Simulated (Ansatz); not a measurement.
Runs of Ansatz 0.2.0 on Bi. It takes space group Im-3m (No. 229, cubic). The conventional cell has a = 3.963 Å, b = 3.963 Å, c = 3.963 Å, α = 90.00°, β = 90.00°, γ = 90.00°. Bi (site symmetry m-3m) has 8 Bi at 3.43 Å as nearest neighbours. This isn't the form of Bi at room conditions, which is rhombohedral.

| task | level | cell | k mesh | cutoff (eV) | atoms under strain | gap on the mesh (eV) | pressure (GPa) | relaxed volume (Å³/atom) |
| --- | --- | --- | --- | --- | --- | --- | --- | --- |
| relaxation of cell and atoms | m-r2SCAN | relaxed | 9 × 9 × 9 | 500 | - | - | 0.0 | 31.17 |
| elastic constants | PBEsol | as given | 8 × 8 × 8 | 420 | relaxed | none | -2.2 | - |
| relaxation of cell and atoms | revPBE | relaxed | 9 × 9 × 9 | 420 | - | none | 0.0 | 32.25 |
| relaxation of cell and atoms | PBEsol | relaxed | 9 × 9 × 9 | 420 | - | - | 0.0 | (a) |

Alike in all rows: potentials or basis Ansatz PAW; no spin polarisation; smearing fermi-dirac 0.05 eV.

Problem. Estimate the missing entries.

Solution. (a) 30.05.

Caveats: spin-orbit coupling is left out, which moves the levels of the heavy elements; the PAW data sets come from PBE, with cores solved anew for the run's functional, which leaves a small shift of forces and pressure; the plane-wave basis is chosen anew once the cell has moved, so the energies of steps on either side of that aren't comparable (some runs); the elastic tensor has a negative eigenvalue, so either the cell is unstable as it stands or the mesh is too thin (some runs).

A k mesh can miss the band edges, and the runs leave out spin-orbit coupling on Bi.

A gap of «none» marks a metal or a gap under the smearing width.

Runs at the PBE level aren't shown here.
